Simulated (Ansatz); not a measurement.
Crystal: Al2Pt.

```xyz
3
Lattice="0.0000 2.9550 2.9550 2.9550 0.0000 2.9550 2.9550 2.9550 0.0000" Properties=species:S:1:pos:R:3 pbc="T T T"
Pt    0.0000    0.0000    0.0000
Al    4.4325    4.4325    4.4325
Al    1.4775    1.4775    1.4775
```

Base run:

* Program: Ansatz 0.2.0
* Functional: PBEsol
* Potentials or basis: all-electron LAPW, scalar-relativistic
* Cutoff: 236 eV
* Density cutoff: 944 eV
* Basis error allowed: 0.002 eV/atom
* k mesh: 8 × 8 × 8
* Occupations: fermi-dirac, width 0.05 eV
* Spin: no spin polarisation

Its results: pressure -0.9 GPa.

After a change of settings the same cell gave: pressure -3.9 GPa. Which change was it?
A. functional from PBEsol to PBE; basis error allowed from 0.002 eV/atom to 0.001 eV/atom
B. functional from PBEsol to LDA
C. functional from PBEsol to PBE

B.

LDA binds more tightly than PBEsol, so the same cell stands under less pressure.

Not every run made on this cell is shown here.
